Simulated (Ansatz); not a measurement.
## What DFT gives for Si (P6_3/mmc)

The conventional cell has a = 3.825 Å, b = 3.825 Å, c = 6.324 Å, α = 90.00°, β = 90.00°, γ = 120.00°. Si (atom 1) is surrounded by 4 Si at 2.35 to 2.37 Å.

The structure is one entry of a database and needn't be the stable phase. Ansatz runs use the cell relaxed by PAW under their functional.

(1) How stiff is it? (PBEsol, all-electron LAPW in Ansatz 0.2.0, scalar-relativistic; a = 3.825, c = 6.324 Å; k mesh 10×10×6, strains of ±0.005, fixed occupations, basis error target 0.5 meV/atom)

(2) How does it vibrate? (PBEsol, all-electron LAPW in Ansatz 0.2.0, scalar-relativistic; a = 3.825, c = 6.323 Å; k mesh 10×10×6, fixed occupations, basis error target 1 meV/atom; q mesh 1×1×1)

(3) How does it screen a field? (PBEsol, PAW on Ansatz 0.2.0's default frozen-core files (fitted under PBE), scalar-relativistic; a = 3.825, c = 6.323 Å; k mesh 10×10×6, fixed occupations, cutoff 420 eV)

Results:

(1) Elastic moduli (Hill averages, relaxed ions; θ_D from sound speeds over directions): B = 93.4 GPa, G = 60.6 GPa, C11 = 185 GPa, C33 = 210 GPa, C44 = 47.4 GPa, ν = 0.233, θ_D = 617 K.

(2) Harmonic phonons by finite displacements (negative means unstable): highest mode = 503 cm⁻¹, lowest optical at Γ = 94.4 cm⁻¹.

(3) Dielectric response and Born charges by linear response (direction means): ε∞ = 13.37, largest |Z*| = 0.00 e, ε₀ = 13.4.

Known limits: the gap is tiny at this level, and band order or a closed gap can change these values; zone-boundary modes aren't tested (phonons, field response); frozen-core PAW files fitted under PBE, their cores solved anew for the functional of the run (field response); field response not resolved by the mesh (field response); semilocal gaps are low, so ε∞ comes out large.
